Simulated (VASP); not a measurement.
# CdTe (Pm-3m) in VASP: a series of runs

Runs on CdTe. Level: PBE+D3(BJ). Tasks: single point.

Program: VASP 6.6.1. These are calculated values, not measurements. Logs are shortened: lines on timing, memory, paths and dates and some standing lists are left out, and cuts for length are marked.

**1. The crystal as given**

It takes space group Pm-3m (No. 221, cubic). Conventional cell: a = 3.831 Å, b = 3.831 Å, c = 3.831 Å, α = 90.00°, β = 90.00°, γ = 90.00°. Cd (site symmetry m-3m) has 8 Te at 3.32 Å as nearest neighbours. Te (site symmetry m-3m) has 8 Cd at 3.32 Å as nearest neighbours.

Measurements of this composition are mostly on another form, of space group No. 216.

**2. Single point, PBE+D3(BJ)**

The input, INCAR:

```
SYSTEM = CdTe
PREC = Accurate
ENCUT = 520
EDIFF = 1E-6
ISMEAR = 0
SIGMA = 0.05
LREAL = .False.
LASPH = .True.
NELM = 100
ALGO = Fast
ISIF = 2
LWAVE = .False.
LCHARG = .True.
GGA = PE
IVDW = 12
LELF = .True.
LVHAR = .True.
NBANDS = 16
```

The input, KPOINTS:

```
regular mesh
0
Gamma
  4 4 4
  0 0 0
```

The input, POSCAR:

```
CdTe
1.0
    3.8312963863      0.0000000000      0.0000000000
    0.0000000000      3.8312963863      0.0000000000
    0.0000000000      0.0000000000      3.8312963863
Cd Te
1 1
Direct
    0.0000000000      0.0000000000      0.0000000000
    0.5000000000      0.5000000000      0.5000000000
```

Potentials or basis: VASP PAW PBE potentials, release 64 (Cd, Te).

Started as:

```bash
$ cat potpaw_PBE.64/Cd/POTCAR potpaw_PBE.64/Te/POTCAR > POTCAR
$ mpirun -np 1 vasp_std > vasp.out
```

OUTCAR:

```text
SYSTEM = CdTe
   PREC = Accurate
   ENCUT = 520
   EDIFF = 1E-6
   ISMEAR = 0
   LREAL = .False.
   LASPH = .True.
   NELM = 100
   ISIF = 2
   GGA = PE
   IVDW = 12
 IVDW          = 12

 ion  position               nearest neighbor table
   1  0.000  0.000  0.000-   2 3.32   2 3.32   2 3.32   2 3.32   2 3.32   2 3.32   2 3.32   2 3.32

   2  0.500  0.500  0.500-   1 3.32   1 3.32   1 3.32   1 3.32   1 3.32   1 3.32   1 3.32   1 3.32

  LATTYP: Found a simple cubic cell.
 ALAT       =     3.8312963863

  Lattice vectors:

 A1 = (   3.8312963863,   0.0000000000,   0.0000000000)
 A2 = (   0.0000000000,   3.8312963863,   0.0000000000)
 A3 = (   0.0000000000,   0.0000000000,   3.8312963863)

Analysis of symmetry for initial positions (statically):
=====================================================================
 Subroutine PRICEL returns:
 Original cell was already a primitive cell.

 Routine SETGRP: Setting up the symmetry group for a
 simple cubic supercell.

 Subroutine GETGRP returns: Found 48 space group operations
 (whereof 48 operations were pure point group operations)
 out of a pool of 48 trial point group operations.

The static configuration has the point symmetry O_h .

Analysis of symmetry for dynamics (positions and initial velocities):
=====================================================================
 Subroutine PRICEL returns:
 Original cell was already a primitive cell.

 Routine SETGRP: Setting up the symmetry group for a
 simple cubic supercell.

 Subroutine GETGRP returns: Found 48 space group operations
 (whereof 48 operations were pure point group operations)
 out of a pool of 48 trial point group operations.

The dynamic configuration has the point symmetry O_h .

 Subroutine INISYM returns: Found 48 space group operations
 (whereof 48 operations are pure point group operations),
 and found     1 'primitive' translations

----------------------------------------------------------------------------------------

                                     Primitive cell

  volume of cell :      56.2390

  direct lattice vectors                    reciprocal lattice vectors
     3.831296386  0.000000000  0.000000000     0.261008259  0.000000000  0.000000000
     0.000000000  3.831296386  0.000000000     0.000000000  0.261008259  0.000000000
     0.000000000  0.000000000  3.831296386     0.000000000  0.000000000  0.261008259

  length of vectors
     3.831296386  3.831296386  3.831296386     0.261008259  0.261008259  0.261008259

  position of ions in fractional coordinates (direct lattice)
     0.000000000  0.000000000  0.000000000
[... 65 lines left out ...]
   EDIFFG = 0.1E-04   stopping-criterion for IOM
   NSW    =      0    number of steps for IOM
   IBRION =     -1    ionic relax: 0-MD 1-quasi-New 2-CG
   NFREE  =      0    steps in history (QN), initial steepest desc. (CG)
   ISIF   =      2    stress and relaxation
   ISYM   =      2    0-nonsym 1-usesym 2-fastsym
   POTIM  = 0.5000    time-step for ionic-motion
   TEBEG  =    0.0;   TEEND  =   0.0 temperature during run
   PSTRESS=    0.0 pullay stress
   NELECT =      18.0000    total number of electrons
   NUPDOWN=      -1.0000    fix difference up-down
   EMIN   =  10.00;   EMAX   =-10.00  energy-range for DOS
   EFERMI =   0.00;   METHOD = LEGACY
   ISMEAR =     0;   SIGMA  =   0.05  broadening in eV -4-tet -1-fermi 0-gaus
   EFERMI_NEDOS =   21; number of points for ismear=-14 and -15
   IALGO  =     68    algorithm
   IMIX   =      4    mixing-type and parameters
     AMIX     =   0.40;   BMIX     =  1.00
     AMIX_MAG =   1.60;   BMIX_MAG =  1.00
  volume/ion in A,a.u.               =      28.12       189.76
  Fermi-wavevector in a.u.,A,eV,Ry     =   1.119833  2.116177 17.062058  1.254026
  Thomas-Fermi vector in A             =   2.256475
   LORBIT       =      0    0 simple, 1 ext, 2 COOP (PROOUT), +10 PAW based schemes
   GGA     = PE    functional components
   LHFCALC =     F    Hartree Fock is set to
   AEXX    =    0.0000 exact exchange contribution
   IVDW    =    12    specifies the selected vdW correction
   LEPSILON=     F    determine dielectric tensor
   LRPA    =     F    only Hartree local field effects (RPA)
 non-spin polarized calculation
 RMM-DIIS sequential band-by-band and
 Gauss-broadening in eV      SIGMA  =   0.05
  energy-cutoff  :      520.00
  volume of cell :       56.24
 maximum number of plane-waves:      1528
   NGX = 15   NGY = 15   NGZ = 15

 number of electron      17.9999993 magnetization

 Free energy of the ion-electron system (eV)
  ---------------------------------------------------
  ext. energy  EPLUGINS =         0.00000000
  ---------------------------------------------------
  free energy    TOTEN  =        -3.63029652 eV

  energy without entropy =       -3.62066895  energy(sigma->0) =       -3.62548274

 E-fermi :   4.7390     XC(G=0):  -9.8987

 val. band max:        4.7275509223   @ k =   0.5000   0.0000   0.0000
 cond. band min:       4.7435196165   @ k =   0.5000   0.2500   0.2500
 fundamental gap:      0.0159686942
 Fermi energy:         4.7389533440

 k-point     1 :       0.0000    0.0000    0.0000
  band No.  band energies     occupation
      1      -7.5361      2.00000
      2      -4.1327      2.00000
      3      -4.1327      2.00000
      4      -3.8995      2.00000
      5      -3.8995      2.00000
      6      -3.8995      2.00000
[... 167 lines left out ...]
      3      -4.2145      2.00000
      4      -4.2145      2.00000
      5      -3.7862      2.00000
      6      -3.7862      2.00000
[... 8 lines left out ...]
     15      20.1448      0.00000
     16      20.7180      0.00000

------------------------ aborting loop because EDIFF is reached ----------------------------------------

 Edisp (eV)   -0.85193

 E8    (eV) :    -0.3854

  FORCE on cell =-STRESS in cart. coord.  units (eV):
  Direction    XX          YY          ZZ          XY          YZ          ZX
  --------------------------------------------------------------------------------------
  -------------------------------------------------------------------------------------
  Total      -1.02482    -1.02482    -1.02482     0.00000     0.00000    -0.00000
  in kB     -29.19593   -29.19593   -29.19593     0.00000     0.00000    -0.00000
  external pressure =      -29.20 kB  Pullay stress =        0.00 kB

 VOLUME and BASIS-vectors are now :
 -----------------------------------------------------------------------------
  energy-cutoff  :      520.00
  volume of cell :       56.24
      direct lattice vectors                 reciprocal lattice vectors
     3.831296386  0.000000000  0.000000000     0.261008259  0.000000000  0.000000000
     0.000000000  3.831296386  0.000000000     0.000000000  0.261008259  0.000000000
     0.000000000  0.000000000  3.831296386     0.000000000  0.000000000  0.261008259

 POSITION                                       TOTAL-FORCE (eV/Angst)
 -----------------------------------------------------------------------------------
      0.00000      0.00000      0.00000         0.000000      0.000000      0.000000
      1.91565      1.91565      1.91565         0.000000      0.000000      0.000000
 -----------------------------------------------------------------------------------
    total drift:                               -0.000000      0.000000     -0.000000

  FREE ENERGIE OF THE ION-ELECTRON SYSTEM (eV)
  ---------------------------------------------------
  free  energy   TOTEN  =        -4.4822239979 eV

  energy  without entropy=       -4.4725964367  energy(sigma->0) =       -4.47741022
```

OSZICAR:

```text
N       E                     dE             d eps       ncg     rms          rms(c)
DAV:   1     0.101222830759E+03    0.10122E+03   -0.84614E+03   320   0.997E+02
DAV:   2    -0.659169947915E+00   -0.10188E+03   -0.96990E+02   408   0.243E+02
DAV:   3    -0.389820583919E+01   -0.32390E+01   -0.32354E+01   384   0.440E+01
DAV:   4    -0.391831471404E+01   -0.20109E-01   -0.20108E-01   440   0.326E+00
DAV:   5    -0.391859870558E+01   -0.28399E-03   -0.28399E-03   384   0.298E-01    0.527E+00
RMM:   6    -0.363605808012E+01    0.28254E+00   -0.33020E-01   322   0.367E+00    0.377E+00
RMM:   7    -0.363171654284E+01    0.43415E-02   -0.16850E-02   328   0.119E+00    0.172E+00
RMM:   8    -0.363153748951E+01    0.17905E-03   -0.60638E-03   325   0.693E-01    0.494E-01
RMM:   9    -0.363044064229E+01    0.10968E-02   -0.26860E-03   337   0.316E-01    0.119E-01
RMM:  10    -0.363031355229E+01    0.12709E-03   -0.15671E-04   343   0.108E-01    0.990E-02
RMM:  11    -0.363030594234E+01    0.76099E-05   -0.72050E-05   349   0.644E-02    0.686E-02
RMM:  12    -0.363029736684E+01    0.85755E-05   -0.41048E-05   339   0.516E-02    0.108E-02
RMM:  13    -0.363029651581E+01    0.85103E-06   -0.35859E-06   283   0.115E-02
   1 F= -.44822240E+01 E0= -.44774102E+01  d E =-.962756E-02
```

Wall time 5.4 s (1 thread of Intel Xeon 6975P-C (Granite Rapids), shared host); peak memory 0.16 GiB.

Results:

* Free energy: -4.4822 eV
* Pressure: -2.9 GPa
* Band gap on the k mesh: none (metal or under the smearing width)
* Dispersion energy per atom: -0.426 eV

Caveat: the k mesh is coarse (spacing up to 0.41 Å⁻¹), so the values aren't converged; pairwise dispersion overbinds metals, which lowers pressure and volume. Spin-orbit coupling is left out, which matters for the levels of Te.

**3. Single point, PBE+D3(BJ)**

This run uses another cell than the first one, of 25.54 Å³/atom, 0.908 times its volume.

The input, INCAR:

```
SYSTEM = CdTe
  PREC = Accurate
  ENCUT = 520
  EDIFF = 1E-6
  ISMEAR = -1
  SIGMA = 0.15
  LREAL = .FALSE.
  LASPH = .TRUE.
  NELM = 100
  ALGO = Normal
  ISIF = 2
  LWAVE = .FALSE.
  LCHARG = .FALSE.
  GGA = PE
  IVDW = 12
  NBANDS = 16
```

The input, KPOINTS:

```
regular mesh
0
G
  12 12 12
  0 0 0
```

The input, POSCAR:

```
CdTe
1.0
    3.7103000000      0.0000000000      0.0000000000
    0.0000000000      3.7103000000      0.0000000000
    0.0000000000      0.0000000000      3.7103000000
Cd Te
1 1
Direct
    0.0000000000      0.0000000000      0.0000000000
    0.5000000000      0.5000000000      0.5000000000
```

Potentials or basis: VASP PAW PBE potentials, release 64 (Cd, Te).

Started as:

```bash
$ cat potpaw_PBE.64/Cd/POTCAR potpaw_PBE.64/Te/POTCAR > POTCAR
$ mpirun -np 1 vasp_std > vasp.out
```

Wall time 24 s (1 thread of Intel Xeon 6975P-C (Granite Rapids), shared host); peak memory 0.22 GiB.

The run converged. Its results:

```yaml
Free_energy: -4.6939 eV
Pressure: 0.6 GPa
Band_gap_on_the_k_mesh: none (metal or under the smearing width)
Dispersion_energy_per_atom: -0.468 eV
```

Levels at points of the mesh, in eV from the Fermi level:
```csv
k point,band 7,band 8,band 9,band 10,band 11,band 12
"(0.00, 0.00, 0.00)",-1.05,-1.05,-1.05,-0.97,4.85,4.85
"(0.50, 0.00, 0.00)",-6.19,0.43,0.43,2.96,3.68,5.41
"(0.50, 0.50, 0.00)",-4.56,-4.56,-2.10,0.73,6.67,6.67
"(0.50, 0.50, 0.50)",-2.36,-2.36,-2.36,0.48,0.76,0.76
```

Caveat: pairwise dispersion overbinds metals, which lowers pressure and volume.
